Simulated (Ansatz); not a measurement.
Computed with DFT PBEsol, scalar-relativistic, plane waves, PAW in Ansatz.

Plane waves to 420 eV, a k mesh through Γ of 9×9×6 on the computed 4-atom cell and Gaussian smearing (0.02 eV); no spin polarisation.

Structure with the computed forces (eV/Å) in the last three columns:

```xyz
4
Lattice="3.4062 0.0000 0.0000 -1.7031 2.9499 0.0000 0.0000 0.0000 4.9866" Properties=species:S:1:pos:R:3:forces:R:3 pbc="T T T" pressure_GPa=-4.51
Zn    0.0000    1.9666    0.0287    0.0000    0.0000   -1.3780
Zn    1.7031    0.9833    2.5220    0.0000    0.0000   -1.3780
O     0.0000    1.9666    1.8766    0.0000    0.0000    1.3780
O     1.7031    0.9833    4.3699    0.0000    0.0000    1.3780
```

Stress tensor (GPa, compression positive):

```
-12.88   0.00   0.00
  0.00 -12.88   0.00
  0.00   0.00  12.24
```